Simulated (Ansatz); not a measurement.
# Lithium, omega (AlB2-type) under revPBE: from relaxation to bulk modulus

The plan for lithium in the omega (AlB2-type) structure: relax it, solve it on a dense k-mesh, then scale the cell to 7 volumes from 88 to 112 % of the relaxed one and try a fit of the equation of state. Spin polarisation is left out. The k-meshes are 7×7×10 for the relaxation; 10×10×14 for the dense run; 8×8×12 for the volumes.

Method: DFT revPBE, plane waves (420 eV) with PAW, scalar-relativistic; the PAW data stem from PBE, with regenerated cores, in Ansatz 0.2.0.

## Step 1: The system as given

The structure is hexagonal, space group P6/mmm (No. 191). The conventional cell has a = 4.961 Å, b = 4.961 Å, c = 3.041 Å, α = 90.00°, β = 90.00°, γ = 120.00°. Around Li (site symmetry 6/mmm) lie 14 Li at 3.04 to 3.24 Å. Li (site symmetry -6m2) is surrounded by 11 Li at 2.86 to 3.24 Å.

As a file:

```xyz
3
Lattice="4.9612 0.0000 0.0000 -2.4806 4.2965 0.0000 0.0000 0.0000 3.0412" Properties=species:S:1:pos:R:3 pbc="T T T"
Li    0.0000    0.0000    0.0000
Li    0.0000    2.8644    1.5206
Li    2.4806    1.4322    1.5206
```

## Step 2: Relaxing cell and atoms

input.yaml reads:

```yaml
crystal:
  lattice:
    - [4.9612054717, 0.0, 0.0]
    - [-2.4806027358, 4.2965299719, 0.0]
    - [0.0, 0.0, 3.0412189541]
  atoms:
    - { symbol: Li, position: [0.0, 0.0, 0.0] }
    - { symbol: Li, position: [0.3333333333, 0.6666666667, 0.5] }
    - { symbol: Li, position: [0.6666666667, 0.3333333333, 0.5] }
hamiltonian:
  xc: revpbe
  pseudopotentials:
    kind: paw
    azcp:
      Li: "pseudopotentials/Li.paw.azcp"
basis:
  ecutwfc: 420
  fft_grid_basis: typed
kpoints:
  mp_grid: { grid: [7, 7, 10], shift: [0, 0, 0] }
magnetization:
  spin_polarized: false
scf:
  occupations: { method: fermi_dirac, width: 0.1 }
relax:
  max_steps: 60
  f_tol: 0.01
  cell: {}
output:
  write_density: true
  write_potential: true
  elf: true
  volumetric_format: npy
```

The runs that follow: Single point on a dense mesh; Volume × 0.88; Volume × 0.92; Volume × 0.96; Volume × 1.0; Volume × 1.04; Volume × 1.08; Volume × 1.12.

**Question.** What will these runs give? Wanted: space group; conventional cell; volume; shortest distance; gap on the mesh; relative to bcc; highest ELF outside the cores; V₀, B₀, B₀′.

The runs gave:

| quantity | value |
| --- | --- |
| space group (spins left aside) | P6/mmm (No. 191) |
| conventional cell | a = 5.000 Å, c = 2.934 Å (c/a = 0.587) |
| volume | 21.174 Å³/atom |
| shortest distance | 2.887 Å |
| gap on the mesh | none (levels filled in part) |
| relative to bcc | +11 meV/atom |
| highest ELF outside the cores | 0.68, 2.06 Å from the nearest atom |
| V₀, B₀, B₀′ | 21.159 Å³/atom, 12.9 GPa, 3.3 |

What this shows: The relaxation shrank the cell by 2.0 % in volume. It lies 11 meV/atom above the element's reference form at the same level (bcc, from a run of its own). No gap shows: it is a metal or semimetal at this level. B₀ comes out at 12.9 GPa, a soft solid; letting shape and positions relax at each volume could only lower it. The symmetry was held, so the structure may be unstable against distortions that break it.
